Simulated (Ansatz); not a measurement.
# LiNbO3: the cost of one run

Program: Ansatz 0.2.0. PAW datasets, plane waves. Spin-unpolarised throughout; all numbers are computed.

## 1. The system as given

The cell was relaxed beforehand with r2SCAN.

The symmetry is R3c (No. 161, trigonal); conventional cell a = 5.137 Å, c = 13.885 Å, 10.58 Å³ an atom. Around Li lie 6 O at 2.05–2.24 Å; around Nb lie 6 O at 1.88–2.14 Å; around O lie 2 Nb at 1.88–2.14 Å and 2 Li at 2.05–2.24 Å.

Structure file:

```xyz
10
Lattice="2.5687 1.4830 4.6283 -2.5687 1.4830 4.6283 0.0000 -2.9661 4.6283" Properties=species:S:1:pos:R:3 pbc="T T T"
Li    0.0000    0.0000    3.9175
Li    0.0000    0.0000   10.8599
Nb    0.0000    0.0000    0.0018
Nb    0.0000    0.0000    6.9443
O    -0.6526   -1.4375    5.5055
O     1.5712    0.1536    5.5055
O    -0.9186    1.2839    5.5055
O    -1.6501   -0.1991    7.8197
O     0.6526    1.5286    7.8197
O     0.9975   -1.3294    7.8197
```

## 2. PBE bands along the symmetry lines

File input.yaml:

```yaml
crystal:
  lattice:
    - [2.568695057, 1.4830367827, 4.6282789548]
    - [-2.568695057, 1.4830367827, 4.6282789548]
    - [0.0, -2.9660735653, 4.6282789548]
  atoms:
    - { symbol: Li, position: [0.2821406543, 0.2821406543, 0.2821406543] }
    - { symbol: Li, position: [0.7821406543, 0.7821406543, 0.7821406543] }
    - { symbol: Nb, position: [0.0001330698, 0.0001330698, 0.0001330698] }
    - { symbol: Nb, position: [0.5001330698, 0.5001330698, 0.5001330698] }
    - { symbol: O, position: [0.1079391202, 0.3619922078, 0.719609948] }
    - { symbol: O, position: [0.719609948, 0.1079391202, 0.3619922078] }
    - { symbol: O, position: [0.3619922078, 0.719609948, 0.1079391202] }
    - { symbol: O, position: [0.219609948, 0.8619922078, 0.6079391202] }
    - { symbol: O, position: [0.8619922078, 0.6079391202, 0.219609948] }
    - { symbol: O, position: [0.6079391202, 0.219609948, 0.8619922078] }
kpoints:
  mp_grid: { grid: [6, 6, 6] }
  band_path:
    path:
      - [[0.0, 0.0, 0.0], [-0.5, -0.5, -0.5], [-0.5, -0.2351166793055, -0.7648833206945]]
      - [[-0.2351166793055, 0.2351166793055, -0.5], [1.024068644052e-16, 6.706736794448e-17, -0.5], [0.0, 0.0, 0.0], [5.884566084962e-17, 0.3675583396528, -0.3675583396528]]
      - [[-0.3675583396528, 1.34134735889e-16, -0.6324416603472], [-0.5, 6.345574296756e-17, -0.5], [0.0, 0.0, 0.0]]
    npoints: 10
hamiltonian:
  xc: pbe
scf:
  occupations: { method: fermi_dirac, width: 0.02 }
  n_extra_bands: 6
output:
  forces: true
  stress: true
  eigenvalues: true
```

Run with:

```console
ansatz run input.yaml --threads 8 --pin off --max-ram 20275MiB --backend cpu --events-out ev --progress --plain --runs-dir out
```

Q: Estimate wall time and peak memory on 8 threads of Arm Neoverse V2, shared host.

About 3.3 s, with a peak of 0.59 GiB.
